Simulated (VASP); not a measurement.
# Ti (P6_3/mmc) in VASP: settings compared

Aim: see how the results for Ti move with the level of theory and the settings. Levels: PBE, PBEsol. Tasks: elastic constants, optical spectrum, band structure.

Everything below comes from runs of VASP 6.6.1. Logs are shortened: lines on timing, memory, paths and dates and some standing lists are left out, and cuts for length are marked.

### Step 1. Starting point

Symmetry: P6_3/mmc, No. 194, hexagonal system. Conventional cell: a = 2.937 Å, b = 2.937 Å, c = 4.645 Å, α = 90.00°, β = 90.00°, γ = 120.00°. Ti (site symmetry -6m2) has 12 Ti at 2.88 to 2.94 Å as nearest neighbours.

### Step 2. Elastic constants, PBE

POSCAR reads:

```
Ti
1.0
    2.9370759580     -0.0000000000      0.0000000000
   -1.4685379790      2.5435823925      0.0000000000
    0.0000000000      0.0000000000      4.6450857311
  Ti
     2
Direct
     0.3333333332999970    0.6666666667000030    0.2500000000000000
     0.6666666667000030    0.3333333332999970    0.7500000000000000
```

INCAR.step1 reads:

```
SYSTEM = Ti
ALGO = Normal ; EDIFF = 1E-8
EDIFFG = -0.002 ; ENCUT = 600
GGA = PE ; IBRION = 2
ISIF = 3 ; ISMEAR = 1
KPAR = 2 ; LASPH = .True.
LCHARG = .False. ; LREAL = .False.
LWAVE = .False. ; NELM = 80
NSW = 40 ; PREC = Accurate
SIGMA = 0.2
```

INCAR.step2 reads:

```
SYSTEM = Ti
ALGO = Normal ; EDIFF = 1E-8
ENCUT = 600 ; GGA = PE
IBRION = 6 ; ISIF = 3
ISMEAR = 1 ; KPAR = 2
LASPH = .True. ; LCHARG = .False.
LREAL = .False. ; LWAVE = .False.
NELM = 80 ; NFREE = 2
NSW = 1 ; POTIM = 0.015
PREC = Accurate ; SIGMA = 0.2
```

KPOINTS reads:

```
k-points
0
Gamma
  27 27 15
  0 0 0
```

Potentials or basis: VASP PAW PBE potentials, release 64 (Ti_sv).

Launch:

```
> cat potpaw_PBE.64/Ti_sv/POTCAR > POTCAR
> cp INCAR.step1 INCAR
> mpirun -np 2 vasp_std > vasp.out
> cp CONTCAR POSCAR
> cp INCAR.step2 INCAR
> mpirun -np 2 vasp_std > vasp.out
```

OUTCAR:

```text
SYSTEM = Ti
   EDIFF = 1E-8
   ENCUT = 600
   GGA = PE
   IBRION = 6
   ISIF = 3
   ISMEAR = 1
   LASPH = .True.
   LREAL = .False.
   NELM = 80
   NFREE = 2
   NSW = 1
   POTIM = 0.015
   PREC = Accurate

 ion  position               nearest neighbor table
   1  0.333  0.667  0.250-   2 2.88   2 2.88   2 2.88   2 2.88   2 2.88   2 2.88
   2  0.667  0.333  0.750-   1 2.88   1 2.88   1 2.88   1 2.88   1 2.88   1 2.88

  LATTYP: Found a hexagonal cell.
 ALAT       =     2.9363250936
 C/A-ratio  =     1.5819749070

  Lattice vectors:

 A1 = (   2.9363250936,   0.0000000000,   0.0000000000)
 A2 = (  -1.4681625468,   2.5429321249,   0.0000000000)
 A3 = (   0.0000000000,   0.0000000000,   4.6451926170)

Analysis of symmetry for initial positions (statically):
=====================================================================
 Subroutine PRICEL returns:
 Original cell was already a primitive cell.

 Routine SETGRP: Setting up the symmetry group for a
 hexagonal supercell.

 Subroutine GETGRP returns: Found 24 space group operations
 (whereof 12 operations were pure point group operations)
 out of a pool of 24 trial point group operations.

The static configuration has the point symmetry D_3d.
 The point group associated with its full space group is D_6h.

Analysis of symmetry for dynamics (positions and initial velocities):
=====================================================================
 Subroutine PRICEL returns:
 Original cell was already a primitive cell.

 Routine SETGRP: Setting up the symmetry group for a
 hexagonal supercell.

 Subroutine GETGRP returns: Found 24 space group operations
 (whereof 12 operations were pure point group operations)
 out of a pool of 24 trial point group operations.

The dynamic configuration has the point symmetry D_3d.
 The point group associated with its full space group is D_6h.

 Subroutine INISYM returns: Found 24 space group operations
 (whereof 12 operations are pure point group operations),
 and found     1 'primitive' translations

----------------------------------------------------------------------------------------

                                     Primitive cell

  volume of cell :      34.6851

  direct lattice vectors                    reciprocal lattice vectors
     2.936325094  0.000000000  0.000000000     0.340561746  0.196623416  0.000000000
    -1.468162547  2.542932125  0.000000000     0.000000000  0.393246831  0.000000000
     0.000000000  0.000000000  4.645192617     0.000000000  0.000000000  0.215276326

  length of vectors
     2.936325094  2.936325094  4.645192617     0.393246831  0.393246831  0.215276326

  position of ions in fractional coordinates (direct lattice)
     0.333333333  0.666666667  0.250000000
     0.666666667  0.333333333  0.750000000

  ion indices of the primitive-cell ions
   primitive index   ion index
                 1           1
                 2           2

----------------------------------------------------------------------------------------

 KPOINTS: k-points

Automatic generation of k-mesh.
 Grid dimensions read from file:
 generate k-points for:   27   27   15

 Generating k-lattice:

  Cartesian coordinates                     Fractional coordinates (reciprocal lattice)
     0.012613398  0.007282349  0.000000000     0.037037037  0.000000000  0.000000000
     0.000000000  0.014564697  0.000000000     0.000000000  0.037037037  0.000000000
     0.000000000  0.000000000  0.014351755     0.000000000  0.000000000  0.066666667

  Length of vectors
     0.014564697  0.014564697  0.014351755

  Shift w.r.t. Gamma in fractional coordinates (k-lattice)
     0.000000000  0.000000000  0.000000000

 Subroutine IBZKPT returns following result:
 ===========================================
[... 73 lines left out ...]
   GGA     = PE    functional components
   LHFCALC =     F    Hartree Fock is set to
   AEXX    =    0.0000 exact exchange contribution
   IVDW    =     0    specifies the selected vdW correction
   LEPSILON=     F    determine dielectric tensor
   LRPA    =     F    only Hartree local field effects (RPA)
 finite differences with symmetry
 non-spin polarized calculation
 Methfessel and Paxton  Order N= 1 SIGMA  =   0.20
  energy-cutoff  :      600.00
  volume of cell :       34.69
 maximum number of plane-waves:      1182
 NGX is ok and might be reduce to    24
   NGX = 11   NGY = 11   NGZ = 19

--------------------------------------- Ionic step        1  -------------------------------------------

 number of electron      23.9999993 magnetization

 Free energy of the ion-electron system (eV)
  ---------------------------------------------------
  ext. energy  EPLUGINS =         0.00000000
  ---------------------------------------------------
  free energy    TOTEN  =       -15.66976780 eV

  energy without entropy =      -15.67492780  energy(sigma->0) =      -15.67148780

------------------------ aborting loop because EDIFF is reached ----------------------------------------

  FORCE on cell =-STRESS in cart. coord.  units (eV):
  Direction    XX          YY          ZZ          XY          YZ          ZX
  --------------------------------------------------------------------------------------
  -------------------------------------------------------------------------------------
  Total       -0.0002985     -0.0002985      0.0021453     -0.0000000     -0.0000000      0.0000000
  in kB       -0.0137872     -0.0137872      0.0990952     -0.0000000     -0.0000000      0.0000000
  external PRESSURE =       0.0238402 kB  Pullay stress =       0.0000000 kB
[... 89 lines left out ...]
  FREE ENERGIE OF THE ION-ELECTRON SYSTEM (eV)
  ---------------------------------------------------
  free  energy   TOTEN  =       -15.6648983416 eV

  energy  without entropy=      -15.6698403784  energy(sigma->0) =      -15.66654569

[... ionic steps 4 to 14 ...]

--------------------------------------- Ionic step       15  -------------------------------------------

 number of electron      23.9999995 magnetization

------------------------ aborting loop because EDIFF is reached ----------------------------------------
[... 67 lines left out ...]
--------------------------------------- Ionic step       17  -------------------------------------------

 number of electron      23.9999995 magnetization

 Free energy of the ion-electron system (eV)
  ---------------------------------------------------
  ext. energy  EPLUGINS =         0.00000000
  ---------------------------------------------------
  free energy    TOTEN  =       -15.66944293 eV

  energy without entropy =      -15.67464321  energy(sigma->0) =      -15.67117636

 E-fermi :   8.3666     XC(G=0): -11.5045

 val. band max:        8.3652768023   @ k =   0.3704   0.2593   0.3333
 cond. band min:       8.3666569215   @ k =   0.2593   0.1852   0.4667
 fundamental gap:      0.0013801192
 Fermi energy:         8.3666340489

 k-point     1 :       0.0000    0.0000    0.0000
  band No.  band energies     occupation
      1     -48.5096      2.00000
      2     -48.3713      2.00000
      3     -25.1026      2.00000
      4     -24.4531      2.00000
      5     -24.4531      2.00000
      6     -24.3895      2.00000
[... 433 lines left out ...]
      3     -24.8691      2.00000
      4     -24.8493      2.00000
      5     -24.7513      2.00000
      6     -24.5828      2.00000
[... 8 lines left out ...]
     15       9.3455     -0.00000
     16      11.3547     -0.00000

 [... further k-points ...]

------------------------ aborting loop because EDIFF is reached ----------------------------------------

  FORCE on cell =-STRESS in cart. coord.  units (eV):
  Direction    XX          YY          ZZ          XY          YZ          ZX
  --------------------------------------------------------------------------------------
  -------------------------------------------------------------------------------------
  Total        0.0007166      0.0007166      0.0060013      0.0000000      0.0000000     -0.0000000
  in kB        0.0331023      0.0331023      0.2772108      0.0000000      0.0000000     -0.0000000
  external PRESSURE =       0.1144718 kB  Pullay stress =       0.0000000 kB
[... 17 lines left out ...]
  FREE ENERGIE OF THE ION-ELECTRON SYSTEM (eV)
  ---------------------------------------------------
  free  energy   TOTEN  =       -15.6694429329 eV

  energy  without entropy=      -15.6746432062  energy(sigma->0) =      -15.67117636

 INTERNAL STRAIN TENSORS FROM STRAINED CELLS
 ============================================

 INTERNAL STRAIN TENSOR FOR ION    1 for displacements in x,y,z  (eV/Angst):
          X           Y           Z          XY          YZ          ZX
  --------------------------------------------------------------------------------
  x     0.00000     0.00000     0.00000    -2.79150     0.00000     0.00000
  y    -2.79212     2.78552    -0.00000    -0.00010    -0.00021     0.00021
  z     0.00000    -0.00000     0.00000    -0.00000     0.00255    -0.00000

 INTERNAL STRAIN TENSORS FROM DISPLACED ATOMS
 ============================================

 INTERNAL STRAIN TENSOR FOR ION    1 for displacements in x,y,z  (eV/Angst):
          X           Y           Z          XY          YZ          ZX
  --------------------------------------------------------------------------------
  x     0.00000     0.00000     0.00000    -2.79951     0.00000     0.00000
  y    -2.79951     2.79951    -0.00000     0.00000     0.00000     0.00000
  z     0.00000     0.00000     0.00000     0.00000     0.00000     0.00000

 INTERNAL STRAIN TENSOR FOR ION    2 for displacements in x,y,z  (eV/Angst):
          X           Y           Z          XY          YZ          ZX
  --------------------------------------------------------------------------------
  x    -0.00000     0.00000     0.00000     2.79951     0.00000     0.00000
  y     2.79951    -2.79951     0.00000     0.00000     0.00000     0.00000
  z    -0.00000    -0.00000     0.00000     0.00000     0.00000     0.00000

 Eigenvectors and eigenvalues of the dynamical matrix
 ----------------------------------------------------

   1 f  =    5.452976 THz    34.262056 2PiTHz  181.891686 cm-1    22.551685 meV
             X         Y         Z           dx          dy          dz
     -0.000000  1.695288  1.161298     0.000000    0.000000    0.707107
      1.468163  0.847644  3.483894     0.000000   -0.000000   -0.707107
[... 11 lines left out ...]
   4 f  =    0.000000 THz     0.000000 2PiTHz    0.000001 cm-1     0.000000 meV
             X         Y         Z           dx          dy          dz
     -0.000000  1.695288  1.161298     0.098316    0.505716   -0.484340
      1.468163  0.847644  3.483894     0.098316    0.505716   -0.484340

   5 f/i=    0.000000 THz     0.000000 2PiTHz    0.000001 cm-1     0.000000 meV
             X         Y         Z           dx          dy          dz
     -0.000000  1.695288  1.161298     0.376832    0.374020    0.467019
      1.468163  0.847644  3.483894     0.376832    0.374020    0.467019

   6 f/i=    0.000000 THz     0.000000 2PiTHz    0.000002 cm-1     0.000000 meV
             X         Y         Z           dx          dy          dz
     -0.000000  1.695288  1.161298    -0.590196    0.323050    0.217503
      1.468163  0.847644  3.483894    -0.590196    0.323050    0.217503

--------------------------------------------------------------------------------------------------------

 ELASTIC MODULI CONTR FROM IONIC RELAXATION (kBar)
 Direction    XX          YY          ZZ          XY          YZ          ZX
 --------------------------------------------------------------------------------
 XX        -235.1067    235.1067     -0.0000     -0.0000      0.0000      0.0000
 YY         235.1067   -235.1067      0.0000      0.0000      0.0000      0.0000
 ZZ          -0.0000      0.0000     -0.0000     -0.0000      0.0000      0.0000
 XY          -0.0000      0.0000     -0.0000   -235.1067      0.0000      0.0000
 YZ           0.0000      0.0000      0.0000      0.0000      0.0000      0.0000
 ZX           0.0000      0.0000      0.0000      0.0000      0.0000      0.0000
 --------------------------------------------------------------------------------

 TOTAL ELASTIC MODULI (kBar)
 Direction    XX          YY          ZZ          XY          YZ          ZX
 --------------------------------------------------------------------------------
 XX        1699.7655    867.8623    745.9679     -0.0000     -0.0000      0.0000
 YY         867.8623   1699.7655    745.9679      0.0000      0.0000      0.0000
 ZZ         745.9679    745.9679   1889.1277     -0.0000     -0.0000      0.0000
 XY          -0.0000      0.0000     -0.0000    415.9516      0.0000      0.0000
 YZ           0.0000     -0.0000     -0.0000     -0.0000    428.2709      0.0000
 ZX           0.0000      0.0000      0.0000      0.0000      0.0000    428.2710
 --------------------------------------------------------------------------------
```

It took 75 min on 2 MPI ranks of AMD EPYC 9R45 (Zen 5), shared host; peak memory 2.6 GiB.

What came out:

| Item | Value |
| --- | --- |
| Voigt bulk modulus | 111 GPa |
| Highest phonon frequency at Γ | 182 cm⁻¹ |

Phonon frequencies in cm⁻¹ (negative: imaginary):
| q point | frequencies |
| --- | --- |
| (0.000, 0.000, 0.000) | 0 0 0 132 132 182 |

Elastic tensor in Voigt notation (GPa, in the Cartesian axes of the cell as first typed):
```
170  87  75   0   0   0
 87 170  75   0   0   0
 75  75 189   0   0   0
  0   0   0  43   0   0
  0   0   0   0  43   0
  0   0   0   0   0  42
```

Clamped-ion elastic tensor (GPa):
```
193  63  75   0   0   0
 63 193  75   0   0   0
 75  75 189   0   0   0
  0   0   0  43   0   0
  0   0   0   0  43   0
  0   0   0   0   0  65
```

### Step 3. Elastic constants, PBEsol

This run uses another cell than the first one, of 16.68 Å³/atom, 0.962 times its volume.

POSCAR reads:

```
Ti
1.0
    2.9021000093      0.0000000000      0.0000000000
   -1.4510500046      2.5132923324      0.0000000000
    0.0000000000      0.0000000000      4.5750142083
  Ti
     2
Direct
     0.3333333332999970    0.6666666667000030    0.2500000000000000
     0.6666666667000030    0.3333333332999970    0.7500000000000000
```

INCAR.step1 reads:

```
SYSTEM = Ti
PREC = Accurate
ENCUT = 600
EDIFF = 1E-8
ISMEAR = 1
SIGMA = 0.2
LREAL = .FALSE.
LASPH = .TRUE.
NELM = 80
ALGO = Normal
ISIF = 3
LWAVE = .FALSE.
LCHARG = .FALSE.
GGA = PS
KPAR = 2
IBRION = 2
NSW = 40
EDIFFG = -0.002
```

INCAR.step2 reads:

```
SYSTEM = Ti
PREC = Accurate
ENCUT = 600
EDIFF = 1E-8
ISMEAR = 1
SIGMA = 0.2
LREAL = .FALSE.
LASPH = .TRUE.
NELM = 80
ALGO = Normal
ISIF = 3
LWAVE = .FALSE.
LCHARG = .FALSE.
GGA = PS
KPAR = 2
IBRION = 6
NFREE = 2
POTIM = 0.015
NSW = 1
```

KPOINTS reads:

```
Automatic mesh
0
G
  27 27 15
  0 0 0
```

Potentials or basis: VASP PAW PBE potentials, release 64 (Ti_sv).

Launch:

```
> cat potpaw_PBE.64/Ti_sv/POTCAR > POTCAR
> cp INCAR.step1 INCAR
> mpirun -np 2 vasp_std > vasp.out
> cp CONTCAR POSCAR
> cp INCAR.step2 INCAR
> mpirun -np 2 vasp_std > vasp.out
```

It took 75 min on 2 MPI ranks of Intel Xeon Platinum 8488C (Sapphire Rapids), shared host; peak memory 2.5 GiB.

It converged, with:

```
Voigt bulk modulus            : 119 GPa
Highest phonon frequency at Γ : 194 cm⁻¹
```

Phonon frequencies in cm⁻¹ (negative: imaginary):
```csv
q point,frequencies
"(0.000, 0.000, 0.000)",0 0 0 127 127 194
```

Elastic tensor in Voigt notation (GPa, in the Cartesian axes of the cell as first typed):
```
176  95  81   0   0   0
 95 176  81   0   0   0
 81  81 200   0   0   0
  0   0   0  41   0   0
  0   0   0   0  41   0
  0   0   0   0   0  40
```

Clamped-ion elastic tensor (GPa):
```
202  69  81   0   0   0
 69 202  81   0   0   0
 81  81 200   0   0   0
  0   0   0  41   0   0
  0   0   0   0  41   0
  0   0   0   0   0  66
```

Caveat: the PAW data sets were made with another functional, which shifts forces and pressure a little.

[end of part 1 of 2]
